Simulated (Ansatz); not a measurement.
hcp against bcc along the alkali metals

Computed with DFT, RPBE, plane waves (420 eV) with PAW, scalar-relativistic in Ansatz. (PAW data from PBE, frozen cores regenerated.)

Each structure is relaxed within its symmetry, in the lowest magnetic state of the tried starts. Differences under about 8 meV lie within the error of the k-point mesh. Some of these cells lie far above the measured volume under this functional.

```json
{"element": "Li", "E(hcp) − E(bcc) (meV/atom)": "-2", "V(hcp) (Å³/atom)": "21.06", "V(bcc) (Å³/atom)": "21.06", "state of hcp": "spin not included", "state of bcc": "spin not included"}
{"element": "Na", "E(hcp) − E(bcc) (meV/atom)": "-1", "V(hcp) (Å³/atom)": "39.55", "V(bcc) (Å³/atom)": "39.40", "state of hcp": "spin not included", "state of bcc": "spin not included"}
{"element": "K", "E(hcp) − E(bcc) (meV/atom)": "0", "V(hcp) (Å³/atom)": "80.78", "V(bcc) (Å³/atom)": "80.41", "state of hcp": "spin not included", "state of bcc": "spin not included"}
{"element": "Rb", "E(hcp) − E(bcc) (meV/atom)": "-1", "V(hcp) (Å³/atom)": "100.87", "V(bcc) (Å³/atom)": "101.57", "state of hcp": "spin not included", "state of bcc": "spin not included"}
{"element": "Cs", "E(hcp) − E(bcc) (meV/atom)": "-1", "V(hcp) (Å³/atom)": "131.41", "V(bcc) (Å³/atom)": "131.07", "state of hcp": "spin not included", "state of bcc": "spin not included"}
```
